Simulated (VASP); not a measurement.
# Zr6C5 in VASP: notebook

One slab, Zr6C5, is run at these levels: PBE; tasks: single point.

Program: VASP 6.6.1. These are calculated values, not measurements. Logs are shortened: lines on timing, memory, paths and dates and some standing lists are left out, and cuts for length are marked.

### Step 1. The structure

The cell holds a slab with vacuum, 11 atoms: a = 3.324 Å, b = 3.324 Å, c = 25.569 Å, α = 90.00°, β = 90.00°, γ = 120.00°.

### Step 2. Single point, PBE

INCAR reads:

```
PREC     = Accurate       # precision mode
ENCUT    = 650            # plane-wave cutoff, eV
EDIFF    = 1E-7           # SCF threshold, eV
ISMEAR   = 1              # smearing method
SIGMA    = 0.1            # smearing width, eV
LREAL    = False          # projectors in reciprocal space
LASPH    = True           # aspherical terms in the spheres
NELM     = 120            # most SCF steps
ALGO     = Normal         # electronic algorithm
ISIF     = 2              # what is computed and relaxed
LWAVE    = False          # write WAVECAR
LCHARG   = False          # write CHGCAR
LDIPOL   = True         
IDIPOL   = 3            
DIPOL    = 0.5 0.5 0.500
GGA      = PE             # functional
NBANDS   = 65             # bands
LVHAR    = True         
LVACPOTAV= True
```

KPOINTS reads:

```
regular mesh
0
Gamma
  4 4 1
```

POSCAR reads:

```
Zr6C5
1.0
    3.3236988564      0.0000000000      0.0000000000
   -1.6618494282      2.8784076442      0.0000000000
    0.0000000000      0.0000000000     25.5689437615
Zr C
6 5
Direct
    0.3333333333      0.6666666667      0.2346596737
    0.0000000000      0.0000000000      0.3407958042
    0.6666666667      0.3333333333      0.4469319347
    0.3333333333      0.6666666667      0.5530680653
    0.0000000000      0.0000000000      0.6592041958
    0.6666666667      0.3333333333      0.7653403263
    0.6666666667      0.3333333333      0.2877277390
    0.3333333333      0.6666666667      0.3938638695
    0.0000000000      0.0000000000      0.5000000000
    0.6666666667      0.3333333333      0.6061361305
    0.3333333333      0.6666666667      0.7122722610
```

Potentials or basis: VASP PAW PBE potentials, release 64 (Zr_sv, C).

Run with:

```sh
$ cat potpaw_PBE.64/Zr_sv/POTCAR potpaw_PBE.64/C/POTCAR > POTCAR
$ mpirun -np 1 vasp_std > vasp.out
```

OUTCAR:

```text
PREC = Accurate
   ENCUT = 650
   EDIFF = 1E-7
   ISMEAR = 1
   LREAL = False
   LASPH = True
   NELM = 120
   ISIF = 2
   GGA = PE

 Found      4 irreducible k-points:

 Following reciprocal coordinates:
            Coordinates               Weight
  0.000000  0.000000  0.000000      1.000000
  0.250000 -0.000000  0.000000      6.000000
  0.500000 -0.000000  0.000000      3.000000
  0.250000  0.250000  0.000000      6.000000
   k-points           NKPTS =      4   k-points in BZ     NKDIM =      4   number of bands    NBANDS=     65
   number of dos      NEDOS =    301   number of ions     NIONS =     11
   total plane-waves  NPLWV = 169344
   dimension x,y,z NGX =    28 NGY =   28 NGZ =  216
   dimension x,y,z NGXF=    56 NGYF=   56 NGZF=  432
   ions per type =               6   5
   NGX,Y,Z   is equivalent  to a cutoff of  14.01, 14.01, 14.04 a.u.
   NGXF,Y,Z  is equivalent  to a cutoff of  28.01, 28.01, 28.09 a.u.
 SYSTEM =  unknown system
   PREC   = accura    normal or accurate (medium, high low for compatibility)
   ISTART =      0    job   : 0-new  1-cont  2-samecut
   ICHARG =      2    charge: 1-file 2-atom 10-const
   ISPIN  =      1    spin polarized calculation?
   LNONCOLLINEAR =      F non collinear calculations
   LSORBIT =      F    spin-orbit coupling
   LASPH  =      T    aspherical Exc in radial PAW
   ENCUT  =  650.0 eV  47.77 Ry    6.91 a.u.   6.91  6.91 53.15*2*pi/ulx,y,z
   NELM   =    120;   NELMIN=  2; NELMDL= -5     # of ELM steps
   EDIFF  = 0.1E-06   stopping-criterion for ELM
   LREAL  =      F    real-space projection
   EDIFFG = 0.1E-05   stopping-criterion for IOM
   NSW    =      0    number of steps for IOM
   IBRION =     -1    ionic relax: 0-MD 1-quasi-New 2-CG
   NFREE  =      0    steps in history (QN), initial steepest desc. (CG)
   ISIF   =      2    stress and relaxation
   ISYM   =      2    0-nonsym 1-usesym 2-fastsym
   POTIM  = 0.5000    time-step for ionic-motion
   TEBEG  =    0.0;   TEEND  =   0.0 temperature during run
   PSTRESS=    0.0 pullay stress
   NELECT =      92.0000    total number of electrons
   NUPDOWN=      -1.0000    fix difference up-down
   EMIN   =  10.00;   EMAX   =-10.00  energy-range for DOS
   EFERMI =   0.00;   METHOD = LEGACY
   ISMEAR =     1;   SIGMA  =   0.10  broadening in eV -4-tet -1-fermi 0-gaus
   EFERMI_NEDOS =   21; number of points for ismear=-14 and -15
   IALGO  =     38    algorithm
   IMIX   =      4    mixing-type and parameters
     AMIX     =   0.40;   BMIX     =  1.00
     AMIX_MAG =   1.60;   BMIX_MAG =  1.00
  volume/ion in A,a.u.               =      22.24       150.07
  Fermi-wavevector in a.u.,A,eV,Ry     =   1.181703  2.233096 18.999491  1.396423
  Thomas-Fermi vector in A             =   2.317972
   LORBIT       =      0    0 simple, 1 ext, 2 COOP (PROOUT), +10 PAW based schemes
   GGA     = PE    functional components
   LHFCALC =     F    Hartree Fock is set to
   AEXX    =    0.0000 exact exchange contribution
   IVDW    =     0    specifies the selected vdW correction
   LEPSILON=     F    determine dielectric tensor
   LRPA    =     F    only Hartree local field effects (RPA)
 non-spin polarized calculation
 Methfessel and Paxton  Order N= 1 SIGMA  =   0.10
  energy-cutoff  :      650.00
  volume of cell :      244.62
 maximum number of plane-waves:      9250
 NGX is ok and might be reduce to    28
   NGX = 13   NGY = 13   NGZ =107

 dipolmoment           0.000000      0.000000     -0.000000 electrons x Angstroem

 number of electron      92.0000000 magnetization

 dipolmoment           0.000000      0.000000      0.000000 electrons x Angstroem

 Free energy of the ion-electron system (eV)
  ---------------------------------------------------
  ext. energy  EPLUGINS =         0.00000000
  ---------------------------------------------------
  free energy    TOTEN  =      -103.76555744 eV

  energy without entropy =     -103.76048508  energy(sigma->0) =     -103.76386666

 E-fermi :   4.4233     XC(G=0):  -8.3344

 val. band max:        4.4138542526   @ k =   0.0000   0.0000   0.0000
 cond. band min:       4.5905981318   @ k =   0.5000  -0.0000   0.0000
 fundamental gap:      0.1767438792
 Fermi energy:         4.4233003032

 k-point     1 :       0.0000    0.0000    0.0000
  band No.  band energies     occupation
      1     -44.4738      2.00000
      2     -44.4738      2.00000
      3     -43.7271      2.00000
      4     -43.7218      2.00000
      5     -43.6614      2.00000
      6     -43.6160      2.00000
[... 50 lines left out ...]
     57       7.0658      0.00000
     58       7.1136      0.00000

 k-point     2 :       0.2500   -0.0000    0.0000
  band No.  band energies     occupation
      1     -44.4429      2.00000
      2     -44.4429      2.00000
      3     -43.6883      2.00000
      4     -43.6859      2.00000
      5     -43.6266      2.00000
      6     -43.5913      2.00000
[... 50 lines left out ...]
     57       7.5457      0.00000
     58       7.8229      0.00000

 k-point     3 :       0.5000   -0.0000    0.0000
  band No.  band energies     occupation
      1     -44.4118      2.00000
      2     -44.4118      2.00000
      3     -43.6494      2.00000
      4     -43.6492      2.00000
      5     -43.5874      2.00000
      6     -43.5710      2.00000
[... 50 lines left out ...]
     57       8.8034      0.00000
     58       8.8668      0.00000

 k-point     4 :       0.2500    0.2500    0.0000
  band No.  band energies     occupation
      1     -44.4118      2.00000
      2     -44.4118      2.00000
      3     -43.6494      2.00000
      4     -43.6492      2.00000
      5     -43.5875      2.00000
      6     -43.5708      2.00000
[... 50 lines left out ...]
     57       8.4536      0.00000
     58       8.7922      0.00000
 [bands above 58 left out]

------------------------ aborting loop because EDIFF is reached ----------------------------------------

  FORCE on cell =-STRESS in cart. coord.  units (eV):
  Direction    XX          YY          ZZ          XY          YZ          ZX
  --------------------------------------------------------------------------------------
  -------------------------------------------------------------------------------------
  Total       -0.5425977     -0.5425977     -6.9044252      0.0000000     -0.0000000      0.0000000
  in kB       -3.5538720     -3.5538720    -45.2221655      0.0000000     -0.0000000      0.0000000
  external PRESSURE =     -17.4433032 kB  Pullay stress =       0.0000000 kB

 VOLUME and BASIS-vectors are now :
 -----------------------------------------------------------------------------
  energy-cutoff  :      650.00
  volume of cell :      244.62
      direct lattice vectors                 reciprocal lattice vectors
     3.323698856  0.000000000  0.000000000     0.300869616  0.173707154  0.000000000
    -1.661849428  2.878407644  0.000000000     0.000000000  0.347414308  0.000000000
     0.000000000  0.000000000 25.568943762     0.000000000  0.000000000  0.039109946

 POSITION                                       TOTAL-FORCE (eV/Angst)
 -----------------------------------------------------------------------------------
     -0.00000      1.91894      6.00000        -0.000000      0.000000      1.972994
      0.00000      0.00000      8.71379        -0.000000     -0.000000      0.624272
      1.66185      0.95947     11.42758        -0.000000     -0.000000      0.068017
     -0.00000      1.91894     14.14137         0.000000      0.000000     -0.068017
      0.00000      0.00000     16.85516        -0.000000      0.000000     -0.624272
      1.66185      0.95947     19.56894         0.000000     -0.000000     -1.972994
      1.66185      0.95947      7.35689         0.000000     -0.000000     -2.188451
     -0.00000      1.91894     10.07068         0.000000      0.000000     -0.271808
      0.00000      0.00000     12.78447        -0.000000     -0.000000      0.000000
      1.66185      0.95947     15.49826         0.000000     -0.000000      0.271808
     -0.00000      1.91894     18.21205        -0.000000     -0.000000      2.188451
 -----------------------------------------------------------------------------------
    total drift:                                0.000000      0.000000     -0.000000

  FREE ENERGIE OF THE ION-ELECTRON SYSTEM (eV)
  ---------------------------------------------------
  free  energy   TOTEN  =      -103.7655574445 eV

  energy  without entropy=     -103.7604850768  energy(sigma->0) =     -103.76386666

 vacuum level on the upper side and lower side of the slab         9.078         9.078
```

It took 2.9 min on 1 thread of Intel Xeon Platinum 8488C (Sapphire Rapids), shared host; peak memory 0.44 GiB.

These settings aren't checked as converged: the numbers below hold their error.

What came out:

```yaml
Free_energy: -103.7656 eV
Largest_force: 2.188 eV/Å
Band_gap_on_the_k_mesh: none (metal or under the smearing width)
Work_function_of_the_upper_face: 4.65 eV
Work_function_of_the_lower_face: 4.65 eV
```

Caveat: the k mesh is coarse (spacing up to 0.55 Å⁻¹), so the values aren't converged.

### Step 3. Single point, PBE

This run uses another cell than the first one, of 15.28 Å³/atom, 0.687 times its volume.

Edit INCAR of step 2 so:

```diff
@@ -1,3 +1,3 @@
 PREC     = Accurate       # precision mode
-ENCUT    = 650            # plane-wave cutoff, eV
+ENCUT    = 460            # plane-wave cutoff, eV
 EDIFF    = 1E-7           # SCF threshold, eV
```

KPOINTS reads:

```
regular mesh
0
Gamma
  11 11 1
```

POSCAR reads:

```
Zr6C5
1.0
    3.3236988564      0.0000000000      0.0000000000
   -1.6618494282      2.8784076442      0.0000000000
    0.0000000000      0.0000000000     17.5689437615
Zr C
6 5
Direct
    0.3333333333      0.6666666667      0.1138372362
    0.0000000000      0.0000000000      0.2683023417
    0.6666666667      0.3333333333      0.4227674472
    0.3333333333      0.6666666667      0.5772325528
    0.0000000000      0.0000000000      0.7316976583
    0.6666666667      0.3333333333      0.8861627638
    0.6666666667      0.3333333333      0.1910697889
    0.3333333333      0.6666666667      0.3455348945
    0.0000000000      0.0000000000      0.5000000000
    0.6666666667      0.3333333333      0.6544651055
    0.3333333333      0.6666666667      0.8089302111
```

Potentials or basis: VASP PAW PBE potentials, release 64 (Zr_sv, C).

Run with:

```sh
$ cat potpaw_PBE.64/Zr_sv/POTCAR potpaw_PBE.64/C/POTCAR > POTCAR
$ mpirun -np 1 vasp_std > vasp.out
```

It took 2.4 min on 1 thread of Intel Xeon Platinum 8488C (Sapphire Rapids), shared host; peak memory 0.3 GiB.

These settings aren't checked as converged: the numbers below hold their error.

Results:

```
Free energy            : -104.7588 eV
Largest force          : 1.974 eV/Å
Band gap on the k mesh : none (metal or under the smearing width)
```

Caveat: the cutoff is under 1.25 times the usual one of these potentials, so pressure, stress and relaxed cells hold a basis-set (Pulay) error.

### Step 4. Single point, PBE

INCAR is that of step 3.

KPOINTS reads:

```
regular mesh
0
Gamma
  7 7 1
```

POSCAR reads:

```
Zr6C5
1.0
    3.3236988564      0.0000000000      0.0000000000
   -1.6618494282      2.8784076442      0.0000000000
    0.0000000000      0.0000000000     25.5689437615
Zr C
6 5
Direct
    0.3333333333      0.6666666667      0.2346596737
    0.0000000000      0.0000000000      0.3407958042
    0.6666666667      0.3333333333      0.4469319347
    0.3333333333      0.6666666667      0.5530680653
    0.0000000000      0.0000000000      0.6592041958
    0.6666666667      0.3333333333      0.7653403263
    0.6666666667      0.3333333333      0.2877277390
    0.3333333333      0.6666666667      0.3938638695
    0.0000000000      0.0000000000      0.5000000000
    0.6666666667      0.3333333333      0.6061361305
    0.3333333333      0.6666666667      0.7122722610
```

Run with:

```sh
$ cat potpaw_PBE.64/Zr_sv/POTCAR potpaw_PBE.64/C/POTCAR > POTCAR
$ mpirun -np 1 vasp_std > vasp.out
```

Wall time 2.2 min (1 thread of Intel Xeon Platinum 8488C (Sapphire Rapids), shared host); peak memory 0.33 GiB.

The run converged, but some of its settings lie outside the range that counts as converged, so its numbers aren't taken as properties of the slab.

Results:

| Quantity | Value |
| --- | --- |
| Free energy | -103.7567 eV |
| Largest force | 1.725 eV/Å |
| Band gap on the k mesh | none (metal or under the smearing width) |
| Work function of the upper face | 4.27 eV |
| Work function of the lower face | 4.27 eV |

Caveat: the cutoff is under 1.25 times the usual one of these potentials, so pressure, stress and relaxed cells hold a basis-set (Pulay) error.
